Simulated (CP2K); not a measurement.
**Al2Pt under changes of volume**

One of the cells (17.202 Å³/atom); the others are scaled copies at fixed shape and fractional positions:

```
Pt Al
1.0
     4.17900    0.00000    0.00000
     2.08950    3.61912    0.00000
     2.08950    1.20637    3.41214
Pt Al
1 2
Direct
  0.00000 0.00000 0.00000
  0.75000 0.75000 0.75000
  0.25000 0.25000 0.25000
```

| Item | Value |
| --- | --- |
| Program | CP2K 2026.2 |
| Functional | PBEsol |
| Potentials or basis | POTENTIAL_UZH Pt GTH-PBE-q18, Al GTH-PBE-q3; TZVP-MOLOPT-PBE-GTH basis |
| Density cutoff | 6123 eV |
| k mesh | 8 × 8 × 8 |
| Occupations | fermi-dirac, width 0.05 eV |
| Spin | no spin polarisation |

```csv
volume (Å³/atom),energy over the lowest point (meV/atom),pressure (GPa)
16.170,32.47,10.2
16.514,14.51,6.6
16.858,3.94,3.3
17.202,0.00,0.4
17.546,2.02,-2.2
17.890,?,?
18.234,21.57,-6.7
```

Task: What does the run at 17.890 Å³/atom give?

Result: Energy over the lowest point 9.40 meV/atom; pressure -4.6 GPa.

Worked out: A Birch-Murnaghan fit of order 3 (a polynomial in V^(-2/3)) to the other rows has its minimum at 17.25 Å³/atom with B0 = V·E''(V) = 137 GPa and B' = 4.4. It gives 9.39 meV/atom at 17.890 Å³/atom, against the run's 9.40, and -dE/dV = -4.6 GPa, against -4.6.

Energies are extrapolated to zero smearing.

Caveats: the potentials were made for another functional, which shifts forces and pressure; the basis of atomic orbitals isn't converged, which shifts pressures, moduli and gaps.
